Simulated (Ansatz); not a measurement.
# AlN: equation of state with LDA

AlN:

```
Al N
1.0
     3.11300    0.00000    0.00000
    -1.55650    2.69594    0.00000
     0.00000    0.00000    4.98100
Al N
2 2
Direct
  0.66667 0.33333 0.50000
  0.33333 0.66667 0.00000
  0.66667 0.33333 0.88000
  0.33333 0.66667 0.38000
```

```yaml
Program: Ansatz 0.2.0
Task: equation of state
Functional: LDA
Potentials_or_basis: all-electron LAPW, scalar-relativistic
Basis_error_allowed: 0.002 eV/atom
k_mesh: 10 × 10 × 6
Occupations: fermi-dirac, width 0.05 eV
Spin: no spin polarisation
```

* Equilibrium volume: 10.21 Å³/atom
* Bulk modulus at fixed shape and positions: 211 GPa
* Pressure derivative of the bulk modulus: 3.9

Energy against volume, from the lowest point:
| volume (Å³/atom) | energy (meV/atom) |
| --- | --- |
| 9.824 | 10.37 |
| 10.033 | 2.11 |
| 10.242 | 0.00 |
| 10.451 | 3.45 |
| 10.660 | 11.94 |
| 10.869 | 24.98 |
| 11.078 | 42.14 |

All runs of the series together: 90 s on 2 threads of Intel(R) Xeon(R) Platinum 8375C CPU @ 2.90GHz (Ice Lake), with other jobs on the host.

Caveat: the cell was scaled at fixed shape and fractional positions, which overstates the stiffness of a crystal with free parameters, most of all of layers and chains.
